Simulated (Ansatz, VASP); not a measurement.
# One calculation of KF, two programs

The input INCAR:

```
  PREC = Accurate
  ENCUT = 520
  EDIFF = 1E-6
  ISMEAR = 0
  SIGMA = 0.05
  LREAL = False
  LASPH = True
  NELM = 100
  ALGO = Normal
  ISIF = 2
  LWAVE = False
  LCHARG = False
  GGA = PE
  NBANDS = 15
```

The input KPOINTS:

```
Automatic mesh
0
Gamma
  8 8 8
```

Contents of POSCAR:

```
KF
1.0
    3.1570452159      0.0000000000      0.0000000000
    0.0000000000      3.1570452159      0.0000000000
    0.0000000000      0.0000000000      3.4727497375
K F
1 1
Direct
    0.0000000000      0.0000000000      0.0000000000
    0.5000000000      0.5000000000      0.5000000000
```

Input for Ansatz:

```yaml
crystal:
  lattice:
    - [3.1570452159, 0.0, 0.0]
    - [0.0, 3.1570452159, 0.0]
    - [0.0, 0.0, 3.4727497375]
  atoms:
    - { symbol: K, position: [0.0, 0.0, 0.0] }
    - { symbol: F, position: [0.5, 0.5, 0.5] }
basis:
  ecutwfc: 420
kpoints:
  mp_grid: { grid: [8, 8, 8] }
hamiltonian:
  xc: pbe
scf:
  occupations: { method: gaussian, width: 0.05 }
output:
  forces: true
  stress: true
  eigenvalues: true
```

Alike in both runs: task single point; functional PBE; k mesh 8 × 8 × 8; occupations gaussian, width 0.05 eV; no spin polarisation.

|  | VASP | Ansatz |
| --- | --- | --- |
| version | VASP 6.6.1 | Ansatz 0.2.0 |
| potentials or method | VASP PAW PBE potentials, release 64 (K_sv, F) | scalar-relativistic, plane waves, PAW |
| plane-wave cutoff (eV) | 520 | 420 |
| valence electrons in the cell | 16 | 16 |

Ansatz gave:

| Quantity | Value |
| --- | --- |
| gap on the k mesh at the Fermi level (eV) | 6.07 |
| least direct gap on the mesh (eV) | 6.13 |
| pressure (GPa) | 0.0 |
| largest component of the traceless stress (GPa) | 5.48 |

**Question.** Estimate VASP's values.

**Answer.** gap on the k mesh at the Fermi level (eV): 6.06; least direct gap on the mesh (eV): 6.11; pressure (GPa): 0.0; largest component of the traceless stress (GPa): 5.48.

A k mesh can miss the band edges. As with any semilocal functional, this PBE gap is likely too small.
